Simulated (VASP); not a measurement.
SrCl2, 3 atoms in the cell. It takes space group Fm-3m (No. 225, cubic). The conventional cell has a = 6.999 Å, b = 6.999 Å, c = 6.999 Å, α = 90.00°, β = 90.00°, γ = 90.00°. Sr (site symmetry m-3m) is surrounded by 8 Cl at 3.03 Å. Cl (site symmetry -43m) is surrounded by 4 Sr at 3.03 Å. The cell is a database's computed one.

```yaml
Program: VASP 6.6.1
Task: relaxation of cell and atoms
Functional: PBE
Dispersion: D3(BJ)
Potentials_or_basis: VASP PAW PBE potentials, release 64 (Sr_sv, Cl)
Cutoff: 600 eV
k_mesh: 6 × 6 × 6
Occupations: gaussian, width 0.02 eV
Spin: no spin polarisation
Dipole_correction: no
Further_INCAR_settings: ALGO = Normal; EDIFF = 1e-06; IBRION = 2; EDIFFG = -0.01; NSW = 100; ISIF = 3
```

Potentials or basis: VASP PAW PBE potentials, release 64 (Sr_sv, Cl).

Launch:

```bash
$ cat potpaw_PBE.64/Sr_sv/POTCAR potpaw_PBE.64/Cl/POTCAR > POTCAR
$ mpirun -np 1 vasp_std > vasp.out
```

Hardware: 1 thread of Intel(R) Xeon(R) Platinum 8488C (Sapphire Rapids), with other jobs on the host.

Estimate the wall time of this run.

Run time: 38 s on 1 thread of Intel(R) Xeon(R) Platinum 8488C (Sapphire Rapids) (shared host), peak memory 0.25 GiB. Counts: scf iterations 22, k points 16, ion steps 2.
